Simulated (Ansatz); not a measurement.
**BeSe (F-43m): zero-pressure volume and bulk modulus with BLYP + D3(BJ)**

The task here is to estimate one member of a computed series from the others.

Method: DFT BLYP + D3(BJ), scalar-relativistic, plane waves, PAW, in Ansatz 0.2.0.

## The system as given

The structure is cubic, space group F-43m (No. 216). Conventional cell: a = 5.070 Å, b = 5.070 Å, c = 5.070 Å, α = 90.00°, β = 90.00°, γ = 90.00°. Be (site symmetry -43m) has 4 Se at 2.20 Å in its first shell of neighbours. Around Se (site symmetry -43m) lie 4 Be at 2.20 Å.

As a file:

```cif
data_structure
_symmetry_space_group_name_H-M 'P 1'
_symmetry_Int_Tables_number 1
_cell_length_a 3.5850
_cell_length_b 3.5850
_cell_length_c 3.5850
_cell_angle_alpha 60.000
_cell_angle_beta 60.000
_cell_angle_gamma 60.000
_cell_volume 32.58
loop_
_atom_site_label
_atom_site_type_symbol
_atom_site_fract_x
_atom_site_fract_y
_atom_site_fract_z
_atom_site_occupancy
Be1 Be 0.00000 0.00000 0.00000 1
Se1 Se 0.75000 0.75000 0.75000 1
```

At PBE, an earlier run found 5.36 GPa for this cell of 16.291 Å³/atom (8×8×8 mesh), mesh gap 2.54 eV. The cell is compressed at this level.

The first run:

File input.yaml:

```yaml
crystal:
  lattice:
    - [0.0, 2.535001018, 2.535001018]
    - [2.535001018, 0.0, 2.535001018]
    - [2.535001018, 2.535001018, 0.0]
  atoms:
    - { symbol: Be, position: [0.0, 0.0, 0.0] }
    - { symbol: Se, position: [0.75, 0.75, 0.75] }
basis:
  ecutwfc: 420
  ecutrho_ratio: 4
kpoints:
  mp_grid: { grid: [8, 8, 8] }
hamiltonian:
  xc: blyp
  dispersion: d3bj
scf:
  occupations: { method: gaussian, width: 0.05 }
output:
  forces: true
  stress: true
  eigenvalues: true
```

Launch:

```
ansatz run input.yaml --threads 4 --pin off --max-ram 8192MiB --backend cpu --events-out ev --progress --plain --runs-dir out
```

Among the steps run: At the given cell; Stepping to 16.384 Å³/atom; Stepping to 16.455 Å³/atom; Volume × 0.98 of the new zero; Volume × 1.02 of the new zero; Volume × 0.96 of the new zero; Volume × 1.04 of the new zero.

One table of the session follows, with a row left open; its other results are not shown here.

It belongs to the step «Energy and pressure against volume». 

```
volume (Å³/atom)  energy (meV/atom)  pressure (GPa)
          15.797               7.35            3.70
          16.126               1.78            1.76
          16.455               0.00            0.00
          16.784                  ?               ?
          17.113               6.46           -3.05
```

Q: Estimate the row for volume (Å³/atom) = 16.784 from the others.

Worked estimate for «energy (meV/atom)». A straight line through the neighbours (16.455, 0.00) and (17.113, 6.46) gives 0.00 + (6.46 − 0.00) × (16.784 − 16.455) / (17.113 − 16.455) = 3.23; a parabola fitted to 3 rows on both sides gives 1.56.

**Answer.** energy (meV/atom): 1.67; pressure (GPa): -1.60. In «energy (meV/atom)» the line misses by +1.56 and the parabola by -0.11.
